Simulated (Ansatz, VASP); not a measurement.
Given: the input of a run of Ansatz 0.2.0 on HfO2.

Contents of input.yaml:

```yaml
crystal:
  lattice:
    - [0.0, 2.6076597933, 2.6076597933]
    - [2.6076597933, 0.0, 2.6076597933]
    - [2.6076597933, 2.6076597933, 0.0]
  atoms:
    - { symbol: Hf, position: [0.0, 0.0, 0.0] }
    - { symbol: O, position: [0.75, 0.75, 0.75] }
    - { symbol: O, position: [0.25, 0.25, 0.25] }
kpoints:
  mp_grid: { grid: [9, 9, 9] }
scf:
  occupations: { method: fermi_dirac, width: 0.05 }
hamiltonian:
  xc: lda
  pseudopotentials: { kind: all_electron, lapw: { basis_error: 0.002 } }
output:
  forces: true
  stress: true
  eigenvalues: true
```

Potentials or basis: all-electron LAPW, scalar-relativistic.

Run with:

```bash
$ ansatz run input.yaml --threads 2 --pin off --max-ram 8192MiB --backend cpu --events-out ev --progress --plain --runs-dir out
```

Q: Translate it to VASP 6.6.1. Potentials there: VASP PAW LDA potentials, release 64 (Hf_pv, O).

A: As run (the cutoff follows the program's own potentials):

INCAR

```
SYSTEM = HfO2
  ALGO = Normal
  EDIFF = 1E-7
  ENCUT = 520
  ISIF = 2
  ISMEAR = -1
  LASPH = .True.
  LCHARG = .True.
  LELF = .True.
  LREAL = .False.
  LVHAR = .True.
  LWAVE = .False.
  NBANDS = 18
  NELM = 80
  PREC = Accurate
  SIGMA = 0.05
```

Contents of KPOINTS:

```
k-points
0
Gamma
  9 9 9
  0 0 0
```

POSCAR

```
HfO2
1.0
    0.0000000000      2.6076597933      2.6076597933
    2.6076597933      0.0000000000      2.6076597933
    2.6076597933      2.6076597933      0.0000000000
Hf O
1 2
Direct
    0.0000000000      0.0000000000      0.0000000000
    0.7500000000      0.7500000000      0.7500000000
    0.2500000000      0.2500000000      0.2500000000
```

Potentials or basis: VASP PAW LDA potentials, release 64 (Hf_pv, O).

Run with:

```console
$ cat potpaw_LDA.64/Hf_pv/POTCAR potpaw_LDA.64/O/POTCAR > POTCAR
$ mpirun -np 1 vasp_std > vasp.out
```

Both were run:

|  | VASP | Ansatz | Ansatz less VASP |
| --- | --- | --- | --- |
| gap on the k mesh at the Fermi level (eV) | 3.47 | 3.46 | -0.010 |
| least direct gap on the mesh (eV) | 3.58 | 3.57 | -0.008 |
| pressure (GPa) | -29.6 | -27.2 | +2.41 |

Ansatz ran all-electron here, so the differences hold the error of VASP's frozen core and of both bases.

Caveats: spin-orbit coupling is left out, which moves the levels of the heavy elements; an odd mesh through Γ misses points on the zone boundary, where band edges often lie; so large a pressure means that the cell lies far from this level's equilibrium, or that cutoff or potentials fall short (VASP).
